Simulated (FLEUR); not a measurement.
# Sn (Fd-3m) in FLEUR: a series of runs, part 2 of 2

FLEUR MaX-R8.1 (later development tree). Earlier steps stand in the parts before.

## (4) Equation of state, PBE, 32.45 Å³/atom (volume scaled by 0.96)

Contents of inp.xml:

```xml
<?xml version="1.0" encoding="UTF-8" standalone="no"?>
<fleurInput fleurInputVersion="0.39">
   <comment>
      Sn                                                                                                  
   </comment>
   <calculationSetup>
      <cutoffs Kmax="4.5" Gmax="22.5" GmaxXC="22.5" numbands="0"/>
      <scfLoop itmax="60" minDistance="0.00001" maxIterBroyd="15" imix="Anderson" alpha="0.05" precondParam="0.0" spinf="2.0" sdNocoIR="T"/>
      <coreElectrons ctail="T" frcor="F" kcrel="0" coretail_lmax="0"/>
      <xcFunctional name="pbe" relativisticCorrections="F"/>
      <magnetism jspins="1"/>
      <soc l_soc="F" theta="0.0" phi="0.0" spav="F"/>
      <expertModes spex="0" secvar="F"/>
      <geometryOptimization l_f="F" forcealpha="1.0" forcemix="BFGS" epsdisp="0.00001" epsforce="0.00001"/>
      <ldaU l_linMix="F" mixParam="0.05" spinf="1.0"/>
   </calculationSetup>
   <cell>
      <bzIntegration valenceElectrons="44.0" mode="hist" fermiSmearingEnergy="0.00183747">
         <kPointListSelection listName="default-1"/>
         <!-- k-points included here -->
         <xi:include xmlns:xi="http://www.w3.org/2001/XInclude" href="kpts.xml"> </xi:include>
      </bzIntegration>
      <!-- symmetry operations included here -->
      <xi:include xmlns:xi="http://www.w3.org/2001/XInclude" href="sym.xml"> </xi:include>
      <bulkLattice scale="0.9864848297">
         <bravaisMatrix>
            <row-1>    0.0000000000000000     6.1101323589473129     6.1101323589473129</row-1>
            <row-2>    6.1101323589473129     0.0000000000000000     6.1101323589473129</row-2>
            <row-3>    6.1101323589473129     6.1101323589473129     0.0000000000000000</row-3>
         </bravaisMatrix>
      </bulkLattice>
   </cell>
   <atomSpecies>
      <species name="Tin (Sn)" element="Sn" atomicNumber="50">
         <mtSphere radius="2.38" gridPoints="811" logIncrement="0.016"/>
         <atomicCutoffs lmax="9" lnonsphr="7"/>
         <electronConfig flipSpins="F">
            <coreConfig>(1s1/2) (2s1/2) (2p1/2) (2p3/2) (3s1/2) (3p1/2) (3p3/2) (3d3/2) (3d5/2)</coreConfig>
            <valenceConfig>(4s1/2) (4p1/2) (4p3/2) (5s1/2) (4d3/2) (4d5/2) (5p1/2) (5p3/2)</valenceConfig>
            <stateOccupation state="(5p1/2)" spinUp="0.333333" spinDown="0.333333"/>
            <stateOccupation state="(5p3/2)" spinUp="0.666667" spinDown="0.666667"/>
         </electronConfig>
         <energyParameters s="5" p="5" d="4" f="4"/>
         <lo type="SCLO" l="0" n="4" eDeriv="0"/>
         <lo type="SCLO" l="1" n="4" eDeriv="0"/>
         <lo type="SCLO" l="1" n="4" eDeriv="1"/>
         <lo type="SCLO" l="2" n="4" eDeriv="2"/>
         <lo type="SCLO" l="3" n="4" eDeriv="2"/>
      </species>
   </atomSpecies>
   <atomGroups>
      <atomGroup species="Tin (Sn)">
         <relPos label="                   1">-3.000/8.000 -3.000/8.000 -3.000/8.000</relPos>
         <relPos label="                   2">3.000/8.000 3.000/8.000 3.000/8.000</relPos>
         <force calculate="T" relaxXYZ="TTT"/>
      </atomGroup>
   </atomGroups>
   <output dos="F" band="F" slice="F">
      <checks vchk="F" cdinf="F"/>
      <bandDOS minEnergy="-.5*Htr" maxEnergy="0.5*Htr" sigma="0.015" storeEVData="T"/>
      <vacuumDOS vacdos="F" integ="F" star="F" nstars="0" locx1="0.0" locy1="0.0" locx2="0.0" locy2="0.0" nstm="0" tworkf="0.0"/>
      <unfoldingBand unfoldBand="F" supercellX="1" supercellY="1" supercellZ="1"/>
      <plotting iplot="0" polar="F">
         <plot TwoD="T" vec1="  1.0  0.0  0.0" vec2="  0.0  1.0  0.0" vec3="  0.0  0.0  1.0" zero="  0.0  0.0  0.0" file="plot"/>
      </plotting>
      <chargeDensitySlicing numkpt="0" minEigenval="0.0" maxEigenval="0.0" nnne="0" pallst="F"/>
      <specialOutput eonly="F"/>
      <moessbauerParams electricFieldGradient="T" isomerShift="T" coreHyperfine="T" valenceHyperfine="T"/>
      <magneticCircularDichroism mcd="F" energyLo="-10.0" energyUp="0.0"/>
   </output>
  <!-- We include the file relax.xml here to enable relaxations (see documentation) -->
  <xi:include xmlns:xi="http://www.w3.org/2001/XInclude" href="relax.xml"> <xi:fallback/> </xi:include>
</fleurInput>
```

Command:

```bash
inpgen -f crystal.txt -profile moderate
# inp.xml edited to the form shown
fleur_MPI
```

Wall time 60 s (1 thread of Arm Neoverse V1, shared host); peak memory 0.14 GiB.

Results (log left out):

* Free energy: -336282.9087 eV
* Band gap on the k mesh: none (metal or under the smearing width)
* Valence electrons inside the program's atomic spheres: Sn 19.69 (radii Sn 2.38 bohr)

## (5) Equation of state, PBE, 33.80 Å³/atom

Changes to inp.xml since step 4:

```diff
@@ -24,3 +24,3 @@
       <xi:include xmlns:xi="http://www.w3.org/2001/XInclude" href="sym.xml"> </xi:include>
-      <bulkLattice scale="0.9864848297">
+      <bulkLattice scale="1.0000000000">
          <bravaisMatrix>
```

Command:

```bash
inpgen -f crystal.txt -profile moderate
# inp.xml edited to the form shown
fleur_MPI
```

It took 63 s on 1 thread of Arm Neoverse V1, shared host; peak memory 0.14 GiB.

The run converged. Its results:

```
Free energy                                           : -336282.9929 eV
Band gap on the k mesh                                : none (metal or under the smearing width)
Valence electrons inside the program's atomic spheres : Sn 19.66 (radii Sn 2.38 bohr)
```

## (6) Equation of state, PBE, 35.16 Å³/atom (volume scaled by 1.04)

Changes to inp.xml since step 5:

```diff
@@ -24,3 +24,3 @@
       <xi:include xmlns:xi="http://www.w3.org/2001/XInclude" href="sym.xml"> </xi:include>
-      <bulkLattice scale="1.0000000000">
+      <bulkLattice scale="1.0131594038">
          <bravaisMatrix>
```

Potentials or basis: all-electron, FLAPW.

Command:

```bash
inpgen -f crystal.txt -profile moderate
# inp.xml edited to the form shown
fleur_MPI
```

It took 65 s on 1 thread of Arm Neoverse V1, shared host; peak memory 0.15 GiB.

The run converged. Its results:

* Free energy: -336283.0409 eV
* Band gap on the k mesh: none (metal or under the smearing width)
* Valence electrons inside the program's atomic spheres: Sn 19.63 (radii Sn 2.38 bohr)

## (7) Equation of state, PBE, 35.83 Å³/atom (volume scaled by 1.06)

Changes to inp.xml since step 6:

```diff
@@ -24,3 +24,3 @@
       <xi:include xmlns:xi="http://www.w3.org/2001/XInclude" href="sym.xml"> </xi:include>
-      <bulkLattice scale="1.0131594038">
+      <bulkLattice scale="1.0196128224">
          <bravaisMatrix>
```

Command:

```bash
inpgen -f crystal.txt -profile moderate
# inp.xml edited to the form shown
fleur_MPI
```

Wall time 70 s (1 thread of Arm Neoverse V1, shared host); peak memory 0.15 GiB.

Results (log left out):

| Property | Result |
| --- | --- |
| Free energy | -336283.0536 eV |
| Band gap on the k mesh | none (metal or under the smearing width) |
| Valence electrons inside the program's atomic spheres | Sn 19.62 (radii Sn 2.38 bohr) |

## (8) Equation of state, PBE

This step only gathers the single runs of the series.

What came out:

* Equilibrium volume: 36.89 Å³/atom (rough: see the caveat)
* Bulk modulus: 35 GPa (rough)

Energy against volume, from the lowest point:
```csv
volume (Å³/atom),energy (meV/atom)
31.775,101.65
32.451,72.42
33.803,30.31
35.155,6.34
35.831,0.00
```

Caveat: the minimum lies outside the volumes run.
